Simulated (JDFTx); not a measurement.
## Cu under changes of volume

One of the cells (11.810 Å³/atom); the others are scaled copies at fixed shape and fractional positions:

```
CELL_PARAMETERS angstrom
0.00000 1.80750 1.80750
1.80750 0.00000 1.80750
1.80750 1.80750 0.00000
ATOMIC_POSITIONS crystal
Cu 0.00000 0.00000 0.00000
```

```yaml
Program: JDFTx 1.7.0 (patched build)
Functional: r2SCAN
Potentials_or_basis: SG15-PBE-1.2 with smoothed tails
Cutoff: 1361 eV
Density_cutoff: 5442 eV
k_mesh: 13 × 13 × 13
Occupations: fermi-dirac, width 0.05 eV
Spin: no spin polarisation
```

```csv
volume (Å³/atom),energy over the lowest point (meV/atom),pressure (GPa)
11.102,7.18,6.0
11.338,0.99,2.3
11.574,0.00,-1.1
11.810,3.59,-4.0
12.047,11.22,-6.5
12.283,22.41,-8.9
12.519,?,?
```

What does the run at 12.519 Å³/atom give?

Energy over the lowest point 36.74 meV/atom; pressure -10.8 GPa.

Worked out: A Birch-Murnaghan fit of order 3 (a polynomial in V^(-2/3)) to the other rows has its minimum at 11.50 Å³/atom with B0 = V·E''(V) = 157 GPa and B' = 5.2. It gives 36.71 meV/atom at 12.519 Å³/atom, against the run's 36.74, and -dE/dV = -10.7 GPa, against -10.8.

Energies are extrapolated to zero smearing.

Caveats: the potentials were made for another functional, which shifts forces and pressure.
